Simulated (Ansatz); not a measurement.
# NiO: which magnetic state does the SCF reach?, part 2 of 3

Wanted: the lowest electronic state of NiO in this cell. One SCF may end in a higher state, so several starts are tried. NiO is taken in the deposited crystal structure (space group Fm-3m, primitive cell doubled), 4 atoms in the cell. Source: COD entry 4320499, which need not be the ambient phase.

Ansatz 0.2.0; DFT HSE06, PAW, plane waves, scalar-relativistic. Earlier steps stand in the parts before.

### 3 Opposed moments +-, plain SCF

input.yaml

```yaml
crystal:
  lattice:
    - [0.0, 2.09791, 2.09791]
    - [2.09791, 0.0, 2.09791]
    - [4.19582, 4.19582, 0.0]
  atoms:
    - { symbol: Ni, position: [0.0, 0.0, 0.0], spin: 2.0 }
    - { symbol: Ni, position: [0.0, 0.0, 0.5], spin: -2.0 }
    - { symbol: O, position: [0.5, 0.5, 0.25] }
    - { symbol: O, position: [0.5, 0.5, 0.75] }
magnetization:
  spin_polarized: true
hamiltonian:
  xc: hse06
  pseudopotentials: { kind: paw }
basis:
  ecutwfc: 420
kpoints:
  mp_grid: { grid: [5, 5, 3] }
scf:
  occupations: { method: fermi_dirac, width: 0.05 }
  lower_state_search: "off"
output:
  forces: true
  stress: true
  write_density: true
  write_potential: true
  elf: true
  volumetric_format: npy
```

Command:

```console
$ ansatz run input.yaml --threads 4 --pin off --max-ram 10240MiB --backend cpu --events-out ev --progress --plain --runs-dir out
```

Log:

```text
Warning: crystal.symmetry: narrowed to the stabiliser of the k-point mesh — unitary ops 12 → 4; excluded 8 operations that carry a point of the 5×5×3 mesh (shift [0, 0, 0]) off the mesh (the run samples exactly the mesh kpoints.mp_grid names, as under crystal.symmetry.detect: false, and its converged state has the mesh's symmetry, not the crystal's; ε∞, the Born charges and the force constants of a linear response (`dielectric:` by the response, `phonons.method: dfpt`) are averaged over those of the crystal's operations that the state keeps within a tolerance, where `mesh_tensors`, `unaveraged_element` or `gamma_mean_max_change_ev_ang2` stands beside them; a row that `dielectric.field_direction` solves alone is averaged likewise, with nothing beside; a Γ-centred mesh of equal divisions is mapped onto itself by every operation and keeps the whole group, as does a half-shifted one under kpoints.further_shifts: images)
[... 14 lines as in an earlier run ...]
Symmetry: 4 space group operations
[... 9 lines as in an earlier run ...]
Starting moments: Σ|m| = 4 μB on 2 of 4 sites
[... 2 lines as in an earlier run ...]
the translation (0, 0, 0.5) carries every atom to within crystal.symmetry.tolerance of an atom of its element with the starting moment reversed, but both spin channels are solved: under a hybrid functional one channel is solved only on norm-conserving pseudopotentials (hamiltonian.pseudopotentials.kind)
SCF iter   1: F=—  HF=-12817.502647 eV  |F-HF|=—  |Δ(HF+E_count)|=         —  Δρ=2.72e-1 (↑2.72e-1 ↓2.72e-1)  dr2=5.28e1  dr2_m=9.26e0  M=-0.000 μB ∫|m|=0.963 μB  β_m=0.30  ethr=1.00e-1  ⟨swp⟩=6.0  Hψ=4370  notcnv=0
preconditioner: auto → Kerker (q_TF=auto, 2.850 Å⁻¹)  [metal: Δε(μ)=0.041 eV  Ē_g=13.821 eV  σ=0.050 eV  W_gap=0.20  n_scr=16 (ndim 8)  ℏωp=34.6 eV  f_vac=0.000  D(μ)=3.95/eV (n_scr^D=48)]
[... 1 line as in an earlier run ...]
iter 2 solved again at ethr=2.27e-3 eV; its pass at ethr=1.00e-1 eV (dr2=1.09e0 eV) is discarded
SCF iter   2: F=—  HF=-12811.711737 eV  |F-HF|=—  |Δ(HF+E_count)|=    5.79e0  Δρ=8.13e-2 (↑8.13e-2 ↓8.12e-2)  dr2=1.23e0  dr2_m=1.22e0  M=0.000 μB ∫|m|=2.915 μB  β_m=0.30  ethr=2.27e-3  ⟨swp⟩=3.6  Hψ=6825  notcnv=0  defer=7
Mixer restart at iter 2: flushing history
preconditioner: auto → none  [insulator: Δε(μ)=0.308 eV  Ē_g=12.869 eV  σ=0.050 eV  W_gap=0.86  n_scr=16 (ndim 8)  ℏωp=34.6 eV  f_vac=0.000  D(μ)=0.38/eV (n_scr^D=2)]
[... 1 line as in an earlier run ...]
SCF iter   3: F=—  HF=-12811.637883 eV  |F-HF|=—  |Δ(HF+E_count)|=   7.39e-2  Δρ=6.47e-2 (↑6.46e-2 ↓6.47e-2)  dr2=1.04e0  dr2_m=1.03e0  M=-0.000 μB ∫|m|=2.632 μB  β_m=0.40  ethr=2.27e-3  ⟨swp⟩=3.2  Hψ=3985  notcnv=0  defer=4
SCF iter   4: F=—  HF=-12811.813339 eV  |F-HF|=—  |Δ(HF+E_count)|=   1.75e-1  Δρ=4.12e-2 (↑4.12e-2 ↓4.12e-2)  dr2=8.73e-1  dr2_m=1.49e-1  M=0.000 μB ∫|m|=3.014 μB  β_m=0.42  ethr=2.18e-3  ⟨swp⟩=3.0  Hψ=3640  notcnv=0
SCF iter   5: F=—  HF=-12811.855601 eV  |F-HF|=—  |Δ(HF+E_count)|=   4.23e-2  Δρ=1.24e-2 (↑1.24e-2 ↓1.09e-2)  dr2=7.29e-2  dr2_m=2.00e-2  M=-0.000 μB ∫|m|=2.985 μB  β_m=0.71  ethr=1.82e-3  ⟨swp⟩=3.0  Hψ=3607  notcnv=0
SCF iter   6: F=—  HF=-12811.912206 eV  |F-HF|=—  |Δ(HF+E_count)|=   5.66e-2  Δρ=1.96e-2 (↑1.54e-2 ↓1.96e-2)  dr2=3.86e-1  dr2_m=8.79e-3  M=0.001 μB ∫|m|=3.004 μB  β_m=0.71  ethr=1.52e-4  ⟨swp⟩=3.9  Hψ=3927  notcnv=0  defer=1
SCF iter   7: F=—  HF=-12811.887316 eV  |F-HF|=—  |Δ(HF+E_count)|=   2.49e-2  Δρ=1.20e-2 (↑1.20e-2 ↓7.93e-3)  dr2=1.22e-1  dr2_m=3.98e-3  M=-0.000 μB ∫|m|=3.017 μB  β_m=0.50  ethr=1.52e-4  ⟨swp⟩=3.7  Hψ=3881  notcnv=0  defer=2
SCF iter   8: F=—  HF=-12811.875098 eV  |F-HF|=—  |Δ(HF+E_count)|=   1.22e-2  Δρ=4.21e-3 (↑4.21e-3 ↓1.15e-3)  dr2=7.68e-3  dr2_m=1.17e-3  M=-0.000 μB ∫|m|=3.022 μB  β_m=0.75  ethr=1.52e-4  ⟨swp⟩=2.4  Hψ=3096  notcnv=0  defer=6
SCF iter   9: F=—  HF=-12811.875215 eV  |F-HF|=—  |Δ(HF+E_count)|=   1.17e-4  Δρ=1.79e-3 (↑1.79e-3 ↓8.65e-4)  dr2=1.42e-3  dr2_m=3.03e-4  M=-0.000 μB ∫|m|=3.039 μB  β_m=0.75  ethr=1.60e-5  ⟨swp⟩=3.1  Hψ=2923  notcnv=0  defer=8
SCF iter  10: F=—  HF=-12811.875047 eV  |F-HF|=—  |Δ(HF+E_count)|=   1.68e-4  Δρ=4.34e-4 (↑2.72e-4 ↓4.34e-4)  dr2=1.40e-4  dr2_m=2.61e-6  M=0.000 μB ∫|m|=3.038 μB  β_m=0.79  ethr=2.95e-6  ⟨swp⟩=2.6  Hψ=2836  notcnv=0  defer=1
SCF iter  11: F=-12811.875037 eV  HF=-12811.875040 eV  |F-HF|=3.22e-6  |Δ(HF+E_count)|=   6.96e-6  Δρ=4.02e-5 (↑3.49e-5 ↓4.02e-5)  dr2=3.97e-6  dr2_m=3.80e-8  M=0.000 μB ∫|m|=3.037 μB  ethr=2.92e-7  ⟨swp⟩=3.0  Hψ=3007  notcnv=0
SCF 1 stopped early in 11 iterations: F = -12811.875037 eV  dr2 = 3.97e-6
Initial density: handed on by an earlier stage of this run
Starting moments: Σ|m| = 4 μB on 2 of 4 sites; this step starts from the density that it was given
Initial wavefunctions: those handed on with the density
[... 2 lines as in an earlier run ...]
Frozen-core exchange: fock
SCF iter   1: F=—  HF=-12810.349058 eV  |F-HF|=—  |Δ(HF+E_count)|=         —  Δρ=3.62e-2 (↑3.62e-2 ↓3.62e-2)  dr2=2.94e-1  dr2_m=3.90e-1  M=0.000 μB ∫|m|=3.570 μB  β_m=0.30  ethr=8.28e-8  ⟨swp⟩=6.3  Hψ=8093  notcnv=0
preconditioner: auto → none  [insulator: Δε(μ)=4.008 eV  Ē_g=15.856 eV  σ=0.050 eV  W_gap=1.00  n_scr=16 (ndim 8)  ℏωp=34.6 eV  f_vac=0.000  D(μ)=0.00/eV (n_scr^D=0)]
SCF iter   2: F=—  HF=-12810.577793 eV  |F-HF|=—  |Δ(HF+E_count)|=   2.29e-1  Δρ=3.10e-2 (↑3.10e-2 ↓3.10e-2)  dr2=7.78e-2  dr2_m=2.99e-1  M=0.000 μB ∫|m|=3.651 μB  β_m=0.57  ethr=8.28e-8  ⟨swp⟩=5.6  Hψ=6737  notcnv=0
SCF iter   3: F=—  HF=-12810.620479 eV  |F-HF|=—  |Δ(HF+E_count)|=   4.27e-2  Δρ=7.41e-3 (↑7.35e-3 ↓7.41e-3)  dr2=3.09e-2  dr2_m=8.21e-3  M=0.000 μB ∫|m|=3.687 μB  β_m=0.63  ethr=8.28e-8  ⟨swp⟩=5.8  Hψ=6745  notcnv=0
SCF iter   4: F=—  HF=-12810.615821 eV  |F-HF|=—  |Δ(HF+E_count)|=   4.66e-3  Δρ=3.97e-3 (↑3.97e-3 ↓3.85e-3)  dr2=1.07e-2  dr2_m=2.05e-3  M=0.000 μB ∫|m|=3.685 μB  β_m=0.56  ethr=8.28e-8  ⟨swp⟩=5.0  Hψ=6221  notcnv=0
SCF iter   5: F=—  HF=-12810.611772 eV  |F-HF|=—  |Δ(HF+E_count)|=   4.05e-3  Δρ=6.92e-4 (↑6.92e-4 ↓6.64e-4)  dr2=2.75e-4  dr2_m=2.32e-5  M=0.000 μB ∫|m|=3.684 μB  β_m=0.64  ethr=8.28e-8  ⟨swp⟩=5.0  Hψ=5164  notcnv=0
SCF iter   6: F=-12810.611670 eV  HF=-12810.611692 eV  |F-HF|=2.23e-5  |Δ(HF+E_count)|=   7.99e-5  Δρ=2.49e-4 (↑2.49e-4 ↓1.17e-4)  dr2=1.66e-5  dr2_m=6.15e-6  M=0.000 μB ∫|m|=3.683 μB  ethr=8.28e-8  ⟨swp⟩=4.0  Hψ=4393  notcnv=0
SCF 2 stopped early in 6 iterations: F = -12810.611670 eV  dr2 = 1.66e-5
  Residual-converged pass: ⟨swp⟩=3.6  Hψ=3745  notcnv=0  max |occ|·‖R‖ = 6.2e-6 eV (tolerance 6.7e-6 eV)  dr2=1.67e-5  dr2_m=6.14e-6  dr2_onsite=1.51e-5  max |Δocc| = 0.0e0
hybrid outer 1: dexx = +3.444e-1 eV, tail = 1.10e-3 eV
[... 1 line as in an earlier run ...]
Frozen-core exchange: fock
SCF iter   1: F=—  HF=-12810.608988 eV  |F-HF|=—  |Δ(HF+E_count)|=         —  Δρ=2.49e-4 (↑2.49e-4 ↓1.88e-4)  dr2=4.16e-5  dr2_m=3.16e-6  M=0.000 μB ∫|m|=3.682 μB  β_m=0.30  ethr=1.14e-5  ⟨swp⟩=3.0  Hψ=3368  notcnv=0
preconditioner: auto → none  [insulator: Δε(μ)=4.525 eV  Ē_g=16.142 eV  σ=0.050 eV  W_gap=1.00  n_scr=16 (ndim 8)  ℏωp=34.6 eV  f_vac=0.000  D(μ)=0.00/eV (n_scr^D=0)]
SCF iter   2: F=—  HF=-12810.609017 eV  |F-HF|=—  |Δ(HF+E_count)|=   2.90e-5  Δρ=1.23e-4 (↑1.12e-4 ↓1.23e-4)  dr2=7.12e-6  dr2_m=2.17e-6  M=0.000 μB ∫|m|=3.681 μB  β_m=0.35  ethr=8.07e-8  ⟨swp⟩=4.0  Hψ=4471  notcnv=0
SCF iter   3: F=—  HF=-12810.609019 eV  |F-HF|=—  |Δ(HF+E_count)|=   2.51e-6  Δρ=7.64e-5 (↑6.93e-5 ↓7.64e-5)  dr2=1.37e-6  dr2_m=8.36e-7  M=0.000 μB ∫|m|=3.681 μB  β_m=0.44  ethr=1.44e-8  ⟨swp⟩=3.0  Hψ=3304  notcnv=0
SCF iter   4: F=—  HF=-12810.609020 eV  |F-HF|=—  |Δ(HF+E_count)|=   8.47e-7  Δρ=4.03e-5 (↑4.03e-5 ↓3.26e-5)  dr2=3.73e-7  dr2_m=2.79e-7  M=0.000 μB ∫|m|=3.681 μB  β_m=0.53  ethr=2.73e-9  ⟨swp⟩=3.1  Hψ=3311  notcnv=0
SCF iter   5: F=—  HF=-12810.609020 eV  |F-HF|=—  |Δ(HF+E_count)|=   4.13e-7  Δρ=1.66e-5 (↑1.59e-5 ↓1.66e-5)  dr2=1.68e-7  dr2_m=2.11e-8  M=0.000 μB ∫|m|=3.682 μB  β_m=0.46  ethr=7.51e-10  ⟨swp⟩=3.9  Hψ=4026  notcnv=0
SCF iter   6: F=—  HF=-12810.609020 eV  |F-HF|=—  |Δ(HF+E_count)|=   3.20e-8  Δρ=6.14e-6 (↑6.02e-6 ↓6.14e-6)  dr2=2.34e-8  dr2_m=3.16e-9  M=0.000 μB ∫|m|=3.682 μB  β_m=0.59  ethr=3.41e-10  ⟨swp⟩=3.0  Hψ=3127  notcnv=0
SCF iter   7: F=—  HF=-12810.609020 eV  |F-HF|=—  |Δ(HF+E_count)|=   3.60e-9  Δρ=3.53e-6 (↑1.89e-6 ↓3.53e-6)  dr2=7.13e-9  dr2_m=7.78e-10  M=0.000 μB ∫|m|=3.682 μB  β_m=0.64  ethr=4.78e-11  ⟨swp⟩=3.3  Hψ=3751  notcnv=0
SCF iter   8: F=—  HF=-12810.609020 eV  |F-HF|=—  |Δ(HF+E_count)|=   1.65e-9  Δρ=1.54e-6 (↑1.54e-6 ↓8.56e-7)  dr2=1.44e-9  dr2_m=1.76e-10  M=0.000 μB ∫|m|=3.682 μB  β_m=0.65  ethr=1.45e-11  ⟨swp⟩=3.0  Hψ=3293  notcnv=0
SCF iter   9: F=-12810.609020 eV  HF=-12810.609020 eV  |F-HF|=2.15e-10  |Δ(HF+E_count)|=  2.51e-10  Δρ=6.67e-7 (↑6.67e-7 ↓4.59e-7)  dr2=2.41e-10  dr2_m=2.60e-11  M=0.000 μB ∫|m|=3.682 μB  ethr=2.92e-12  ⟨swp⟩=2.7  Hψ=2761  notcnv=0  defer=11
SCF 3 converged in 9 iterations: F = -12810.609020 eV  dr2 = 2.41e-10
  Residual-converged pass: ⟨swp⟩=3.0  Hψ=3804  notcnv=0  max |occ|·‖R‖ = 2.6e-7 eV (tolerance 2.7e-7 eV)  dr2=2.25e-10  dr2_m=2.83e-11  dr2_onsite=5.77e-11  max |Δocc| = 0.0e0
hybrid outer 2: dexx = +1.612e-5 eV, tail = 1.18e-6 eV, Δε = 1.30e-2 eV (about 5.24e-4 eV left of the loop's levels), ΔF = 6.70e-4 eV/Å (tail 3.80e-4)
[... 1 line as in an earlier run ...]
Frozen-core exchange: fock
SCF iter   1: F=—  HF=-12810.609019 eV  |F-HF|=—  |Δ(HF+E_count)|=         —  Δρ=1.03e-5 (↑1.03e-5 ↓9.40e-6)  dr2=5.11e-8  dr2_m=2.24e-8  M=0.000 μB ∫|m|=3.682 μB  β_m=0.30  ethr=1.23e-8  ⟨swp⟩=2.9  Hψ=3128  notcnv=0
preconditioner: auto → none  [insulator: Δε(μ)=4.526 eV  Ē_g=16.142 eV  σ=0.050 eV  W_gap=1.00  n_scr=16 (ndim 8)  ℏωp=34.6 eV  f_vac=0.000  D(μ)=0.00/eV (n_scr^D=0)]
SCF iter   2: F=—  HF=-12810.609019 eV  |F-HF|=—  |Δ(HF+E_count)|=   2.84e-8  Δρ=9.10e-6 (↑9.04e-6 ↓9.10e-6)  dr2=1.29e-8  dr2_m=2.35e-8  M=0.000 μB ∫|m|=3.682 μB  β_m=0.50  ethr=9.10e-11  ⟨swp⟩=4.0  Hψ=3722  notcnv=0
SCF iter   3: F=—  HF=-12810.609019 eV  |F-HF|=—  |Δ(HF+E_count)|=   3.24e-9  Δρ=3.59e-6 (↑3.59e-6 ↓3.16e-6)  dr2=5.45e-9  dr2_m=1.84e-9  M=0.000 μB ∫|m|=3.682 μB  β_m=0.59  ethr=2.64e-11  ⟨swp⟩=3.7  Hψ=3537  notcnv=0
SCF iter   4: F=—  HF=-12810.609019 eV  |F-HF|=—  |Δ(HF+E_count)|=  4.37e-11  Δρ=3.13e-6 (↑1.83e-6 ↓3.13e-6)  dr2=4.31e-9  dr2_m=1.12e-9  M=0.000 μB ∫|m|=3.682 μB  β_m=0.51  ethr=1.06e-11  ⟨swp⟩=3.8  Hψ=3495  notcnv=0
SCF iter   5: F=—  HF=-12810.609019 eV  |F-HF|=—  |Δ(HF+E_count)|=   1.17e-9  Δρ=8.96e-7 (↑8.96e-7 ↓6.92e-7)  dr2=4.12e-10  dr2_m=8.45e-11  M=0.000 μB ∫|m|=3.682 μB  β_m=0.46  ethr=8.72e-12  ⟨swp⟩=3.0  Hψ=2874  notcnv=0  defer=1
SCF iter   6: F=-12810.609019 eV  HF=-12810.609019 eV  |F-HF|=1.82e-11  |Δ(HF+E_count)|=  1.18e-10  Δρ=2.28e-7 (↑2.27e-7 ↓2.28e-7)  dr2=3.22e-11  dr2_m=2.68e-12  M=0.000 μB ∫|m|=3.682 μB  ethr=1.41e-12 (applied; sched 1.00e-12)  ⟨swp⟩=2.8  Hψ=2843  notcnv=0
SCF 4 converged in 6 iterations: F = -12810.609019 eV  dr2 = 3.22e-11
  Residual-converged pass: ⟨swp⟩=3.0  Hψ=3583  notcnv=0  max |occ|·‖R‖ = 2.5e-7 eV (tolerance 2.7e-7 eV)  dr2=3.18e-11  dr2_m=2.91e-12  dr2_onsite=9.03e-12  max |Δocc| = 0.0e0
hybrid outer 3: dexx = +3.606e-8 eV, tail = 4.13e-10 eV, Δε = 5.21e-4 eV (about 1.76e-5 eV left of the loop's levels), ΔF = 5.03e-5 eV/Å (tail 2.09e-5)
this state was not tested for a lower state beside it, because the functional holds exact exchange (a hybrid, or Hartree-Fock), whose exchange loop this test does not read (fock_operator); [...]
hybrid SCF converged: 3 outer / 21 inner (+11 warm-up), last move |dexx| = 3.61e-8 eV, tail = 4.13e-10 eV
Magnetization: 0.0000 μB (24.0000 up, 24.0000 down)
Absolute magnetization: 3.6790 μB (∫|ρ↑−ρ↓|, with the PAW one-centre terms)
Spin contamination: 1.9279 ħ² per cell (⟨S²⟩ above its minimum at these occupations)
Per-site moments (μB) at R_I (Å): [(1.6839373236940682, 0.8653878749999999), (-1.6839373901397794, 0.8653878750000001), (1.865310809741247e-8, 0.8653878750000001), (1.8653108133465016e-8, 0.8653878749999999)]
Free energy (F): -12810.609019 eV
Frozen-core exchange: fock
Harris-Foulkes:  -12810.609019 eV  (|F-HF|=1.82e-11)
Internal energy: -12810.609019 eV  (E = F + TS)
E sigma→0 (E₀):  -12810.609019 eV
Fermi energy:    14.124188 eV
--- Per-component energies (eV) ---
  E_band       = -823.658980
  E_kinetic    = 901.751551
  E_local      = -8040.748771  (includes V_loc(G=0)·N_el)
  E_nonlocal   = 1387.973096
  E_hartree    = 3310.886551
  E_xc         = -250.406532
  E_vxc        = -318.263702  (∫ρ·V_xc dr)
  E_exx        = -234.036478  (= α·E_x^exact, valence–valence)
  E_paw        = -3413.211282  (= ΣΔE_a)
  E_vpaw       = -908.076746  (= ΣTr[D̂ρ^β])
  E_aug_tail   = 0.005828  (compensation charges beyond the density's cutoff)
  E_ewald      = -6472.337124
  E_core_change = -0.485859  (= ΣΔE_core)
  E_smearing   = -0.000000  (= −TS)
  E_closure    = 0.000001  (closes the sum)
  Σ components = -12810.609019   (vs F -12810.609019, Δ=0.00e0)
--- Forces (eV/Å), atoms counted from 1 ---
  atom   1  Ni    -0.00000000    -0.00000000     0.00000000
  atom   2  Ni     0.00000000     0.00000000     0.00000000
  atom   3  O      0.00000072     0.00000072     0.00000441
  atom   4  O     -0.00000072    -0.00000072    -0.00000441
  max |Σ_I F_I| component: 0.00e0 eV/Å
--- Stress (GPa, compression-positive) ---
       -3.044451      -0.169009       0.171224
       -0.169009      -3.044451       0.171224
        0.171221       0.171221      -3.045772
  P = ⅓ Tr σ = -3.0449 GPa (-30.449 kbar)
--- Band table (eV; the first three rows and the last of 48) ---
  k-point 0 ↑: bands = ["-97.6146", "-94.7963", "-56.5117", "-56.4978", "-56.4978", "-53.4819", "-53.4670", "-53.4670", "-8.4084", "-6.9267", "4.5966", "6.5091", "6.5091", "8.8532", "8.8532", "9.0655", "9.8841", "9.8841", "10.5928", "10.5938", "10.5938", "10.9124", "11.2084", "11.2085", "16.3433", "17.3870", "17.3870", "20.3085", "25.5492"]
  k-point 1 ↑: bands = ["-97.6146", "-94.7963", "-56.5117", "-56.4978", "-56.4978", "-53.4820", "-53.4672", "-53.4672", "-8.0841", "-7.3511", "5.6509", "6.6541", "6.6542", "7.9765", "8.8931", "8.8931", "9.1963", "9.1963", "9.9701", "10.6347", "10.6348", "10.8085", "11.7811", "11.7811", "17.2070", "17.2071", "18.0173", "20.0316", "26.0061"]
  k-point 2 ↑: bands = ["-97.6140", "-94.7956", "-56.5107", "-56.5056", "-56.4998", "-53.4806", "-53.4763", "-53.4695", "-7.9536", "-6.9158", "5.3985", "6.4692", "6.6630", "7.4902", "8.5383", "8.5507", "9.0511", "9.7799", "9.8622", "10.3028", "10.5861", "10.8449", "11.5699", "11.8168", "17.1533", "17.1855", "18.5194", "22.2899", "24.9115"]
  k-point 23 ↓: bands = ["-97.6126", "-94.7940", "-56.5176", "-56.5084", "-56.5083", "-53.4906", "-53.4794", "-53.4774", "-6.8596", "-6.8235", "5.4993", "6.0341", "6.5352", "6.9671", "7.2276", "7.6146", "9.4286", "9.5725", "9.9839", "10.2508", "10.7030", "10.9704", "11.0434", "11.1932", "17.1273", "17.5508", "23.0513", "23.2147", "24.7684"]
  guard bands above this table: 3 of the run's 32 bands. The solve was not asked for them (output.publish_guard_bands: true or output.eigenvalues: true publishes all)
```

Run time: 27 s. Hardware: 4 threads of Arm Neoverse V1, shared host; peak memory 0.9 GiB.

Result: antiferromagnetic (magnetic neighbours of Ni2 with a moment over 0.3 of its own that point the other way: 6 of 12 at 2.97 Å, 6 of 6 at 4.20 Å), site moments Ni1 1.68, Ni2 -1.68 μB, total 0.00 μB per cell, a gap of 4.53 eV on the k-mesh. Against step 2, the lowest until now, it is 52.2 meV/atom lower.

Density in a lattice plane of the grid's cell (edges 2.97 and 5.93 Å, at 0.000 of the third edge), which holds Ni. It is the smooth density of the valence electrons, not physical close to the nuclei.

Values in e/Å³, 12 rows by 6 columns:
```
10.11  8.51  0.65  0.18  0.17  0.95
 0.34  0.65  0.34  0.17  0.17  0.17
 0.15  0.18  0.17  0.15  0.17  0.18
 0.34  0.17  0.17  0.17  0.34  0.65
10.11  0.95  0.17  0.18  0.65  8.51
60.91 10.11  0.34  0.15  0.34 10.11
10.11  8.51  0.65  0.18  0.17  0.95
 0.34  0.65  0.34  0.17  0.17  0.17
 0.15  0.18  0.17  0.15  0.17  0.18
 0.34  0.17  0.17  0.17  0.34  0.65
10.11  0.95  0.17  0.18  0.65  8.51
60.91 10.11  0.34  0.15  0.34 10.11
```
Columns run along the first of these edges and rows up along the second, over one cell in 6 and 12 even steps from the bottom left corner. Atoms in the plane (fractional): Ni at (0.00, 0.00), Ni at (1.00, 0.50).

Spin density (up less down) in a lattice plane of the grid's cell (edges 2.97 and 5.93 Å, at 0.000 of the third edge), which holds Ni.

Ten even steps from '0' (-7.17 e/Å³) to '9' (7.17 e/Å³):
```
775554444555
555554444455
555554444445
455554445544
544444555555
555445554444
445555554444
444555554444
244455554442
024445554442
224445555444
444445555544
444445555554
544445554455
555555544444
444554445555
554444445555
555444445555
755544445557
975554445557
```
Columns run along the first of these edges and rows up along the second, over one cell in 12 and 20 even steps from the bottom left corner. Atoms in the plane (fractional): Ni at (0.00, 0.00), Ni at (1.00, 0.50).

### 4 No spin polarisation

input.yaml

```yaml
crystal:
  lattice:
    - [0.0, 2.09791, 2.09791]
    - [2.09791, 0.0, 2.09791]
    - [4.19582, 4.19582, 0.0]
  atoms:
    - { symbol: Ni, position: [0.0, 0.0, 0.0] }
    - { symbol: Ni, position: [0.0, 0.0, 0.5] }
    - { symbol: O, position: [0.5, 0.5, 0.25] }
    - { symbol: O, position: [0.5, 0.5, 0.75] }
hamiltonian:
  xc: hse06
  pseudopotentials: { kind: paw }
basis:
  ecutwfc: 420
kpoints:
  mp_grid: { grid: [5, 5, 3] }
scf:
  occupations: { method: fermi_dirac, width: 0.05 }
  lower_state_search: "off"
output:
  forces: true
  stress: true
```

Command:

```console
$ ansatz run input.yaml --threads 4 --pin off --max-ram 10240MiB --backend cpu --events-out ev --progress --plain --runs-dir out
```

Log, shortened:

```text
[... 14 lines as in an earlier run ...]
Bands: 29, of which v1, the nominal top of the filled ones, is band 24 counted from 1 (23 counted from 0)
[... 9 lines as in an earlier run ...]
[...]
[... 2 lines as in an earlier run ...]
SCF iter   1: F=—  HF=-12811.147329 eV  |F-HF|=—  |Δ(HF+E_count)|=         —  Δρ=8.49e-3  dr2=1.50e-2  ethr=1.77e-3  ⟨swp⟩=5.9  Hψ=2886  notcnv=0
[...]
[... 2 lines as in an earlier run ...]
Frozen-core exchange: fock
[...]
--- Stress (GPa, compression-positive) ---
      -12.920506      -0.118457       0.350857
       -0.118457     -12.920506       0.350857
        0.350852       0.350852     -16.723164
  P = ⅓ Tr σ = -14.1881 GPa (-141.881 kbar)
--- Band table (eV; the first three rows and the last of 24) ---
[... band rows left out ...]
[...]
  guard bands above this table: 3 of the run's 29 bands. The solve was not asked for them (output.publish_guard_bands: true or output.eigenvalues: true publishes all)
```

Wall time 13 s (4 threads of Arm Neoverse V1, shared host); peak memory 0.78 GiB.

Result: non-magnetic (no spin polarisation), no gap on the k-mesh. Against step 3, the lowest until now, it is 1144 meV/atom higher.

(Part 2 of 3 ends here.)
